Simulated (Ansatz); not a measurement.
**SiNi: zone-centre modes**

Theory: Ansatz 0.2.0, DFT PBE, scalar-relativistic, plane waves, PAW. Cutoff 420 eV, 16×14×10 k-points (Γ-centred), Fermi-Dirac smearing of 0.15 eV. No spin polarisation. Phonons by linear response, acoustic sum rule imposed.

Equilibrium structure at this level:
```
CELL_PARAMETERS angstrom
3.02861 0.00000 0.00000
0.00000 3.28321 0.00000
0.00000 0.00000 4.71433
ATOMIC_POSITIONS crystal
Si 0.50000 0.50000 0.84308
Si 0.00000 0.00000 0.15692
Ni 0.50000 0.50000 0.34206
Ni 0.00000 0.00000 0.65794
```

It was relaxed at this level from a cell as deposited in COD. In a metal, frequencies depend on the k mesh and the smearing, soft modes most.

Optical modes at Γ:
| frequency (cm⁻¹) | degeneracy |
| --- | --- |
| 174 | 1 |
| 186 | 1 |
| 239 | 1 |
| 242 | 1 |
| 257 | 1 |
| 268 | 1 |
| 308 | 1 |
| 368 | 1 |
| 400 | 1 |

All 9 optical modes at Γ are real: no displacement of atoms at fixed cell lowers the energy to second order. Strains and modes at other wave vectors aren't tested by this run.
